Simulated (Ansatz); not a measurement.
Al: strain energy, fitted

Al, Fm-3m, a = 4.015 Å. Ansatz: PBEsol, PAW, 420 eV, Γ-centred 18×18×14 mesh on 2 atoms, Gaussian smearing 0.10 eV; no spin polarisation. Series: uniaxial strain along c, with a, b and atoms relaxed; x is the strain in per cent. The axes a, b, c are those of the computed cell (2.839, 2.839, 4.015 Å), along [1 1 0], [-1 1 0], [0 0 1] of the cell named above. y is the free energy over the unstrained cell, V0 = 16.185 Å³/atom.

```
x (%) y (meV/atom)
 -4.5             ?
 -3.0          4.08
 -1.5          1.49
  0.0          0.00
  1.5          0.98
  3.0          4.16
  4.5          7.66
```

**Question.** Fit y = c2 x² + c3 x³ to the other rows, turn c2 into a modulus, and predict the missing energy.

**Answer.** Least squares on the rows shown. y = 0.4403 x² − 0.01165 x³. In eV per unit strain² c2 is 4.403; this is Young's modulus along the axis (E = ½ Y V0 ε²): 2 × 4.403 × 160.2 / (16.185) = 87 GPa. The unstrained cell keeps some stress along the strain, worth a slope of -0.11 meV/atom per %, which the form leaves out. With a term in x⁴ added, the coefficient of x² becomes 0.5315, 21 % more, which shows how far this figure hangs on the form. At x = -4.5 the fit asked for gives 9.98 meV/atom. The run gave 6.75 meV/atom, so the fit is 3.23 meV/atom too high, 42 % of the span of the series, against an rms of 0.33 meV/atom on the fitted rows. The row lies outside the fitted range. With a term in x⁴ added, a fit to the same known rows predicts 7.48 meV/atom, so most of the miss is curvature that the known rows already hold.